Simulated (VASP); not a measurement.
Wanted: the native input for a VASP 6.6.1 run.

* Task: relaxation of the atoms
* Functional: PBE
* Potentials or basis: VASP PAW PBE potentials, release 64 (Ca_sv, O)
* Cutoff: 600 eV
* k mesh: 10 × 10 × 10
* Occupations: gaussian, width 0.03 eV
* Spin: no spin polarisation
* Further INCAR settings: ALGO = Fast; EDIFF = 1e-07; IBRION = 2; EDIFFG = -0.01; NSW = 40

The structure of CaO (Lime) lies in POSCAR:

```
CaO                                     
1.0
    0.0000000000      2.3862374260      2.3862374260
    2.3862374260      0.0000000000      2.3862374260
    2.3862374260      2.3862374260      0.0000000000
  Ca              O             
     1     1
Direct
     0.0000000000000000    0.0000000000000000    0.0000000000000000
     0.5000000000000000    0.5000000000000000    0.5000000000000000
```

The cell isn't the ideal one: a relaxed cell with its volume scaled by 0.96.

The input as run:

INCAR

```
SYSTEM = CaO
PREC = Accurate
ENCUT = 600
EDIFF = 1E-7
ISMEAR = 0
SIGMA = 0.03
LREAL = .False.
LASPH = .True.
NELM = 80
ALGO = Fast
ISIF = 2
LWAVE = .False.
LCHARG = .False.
GGA = PE
IBRION = 2
NSW = 40
EDIFFG = -0.01
```

KPOINTS

```
Automatic mesh
0
Gamma
  10 10 10
  0 0 0
```

Potentials or basis: VASP PAW PBE potentials, release 64 (Ca_sv, O).

The run is started by

```console
$ cat potpaw_PBE.64/Ca_sv/POTCAR potpaw_PBE.64/O/POTCAR > POTCAR
$ mpirun -np 1 vasp_std > vasp.out
```

It gave:

```yaml
Pressure_after_relaxing: 4.7 GPa
Band_gap_on_the_k_mesh: 3.63 eV, indirect (least direct gap 4.00 eV)
```

Caveat: the relaxation stopped at its first step, so nothing moved.

Wall time 16 s on 1 thread of Intel(R) Xeon(R) 6975P-C (Granite Rapids), on a shared host, peak memory 0.17 GiB.
